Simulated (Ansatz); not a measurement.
The system is Al2Au.

```
Au Al
1.0
     0.00000    3.00000    3.00000
     3.00000    0.00000    3.00000
     3.00000    3.00000    0.00000
Au Al
1 2
Direct
  0.00000 0.00000 0.00000
  0.75000 0.75000 0.75000
  0.25000 0.25000 0.25000
```

```yaml
Program: Ansatz 0.2.0
Task: relaxation of cell and atoms
Functional: BLYP
Potentials_or_basis: Ansatz PAW
Cutoff: "420 eV (not typed: the program's choice for these potentials)"
k_mesh: 8 × 8 × 8
Occupations: fermi-dirac, width 0.05 eV
Spin: no spin polarisation
```

At the start: volume 18.00 Å³/atom.

**Question.** How do energy, volume and symmetry change on relaxing?

**Answer.** It ends after 5 steps and the volume is 19.30 Å³/atom (+7.2 %); space group Fm-3m (No. 225, to 0.05 Å).

Step by step:
| step | energy change (eV) | largest force (eV/Å) | volume (Å³) |
| --- | --- | --- | --- |
| 1 | 0.0000 | 0.0000 | 54.00 |
| 2 | -0.0776 | 0.0000 | 58.61 |
| 3 | -0.0801 | 0.0000 | 57.99 |
| 4 | -0.0802 | 0.0000 | 57.89 |
| 5 | -0.0818 | 0.0000 | 57.89 |

Final structure:
```
Au Al
1.0
     0.00000    3.07035    3.07035
     3.07035    0.00000    3.07035
     3.07035    3.07035    0.00000
Au Al
1 2
Direct
  0.00000 0.00000 0.00000
  0.75000 0.75000 0.75000
  0.25000 0.25000 0.25000
```

Caveat: the plane-wave basis is chosen anew once the cell has moved, so the energies of steps on either side of that aren't comparable; the PAW data sets come from PBE, with cores solved anew for the run's functional, which leaves a small shift of forces and pressure.
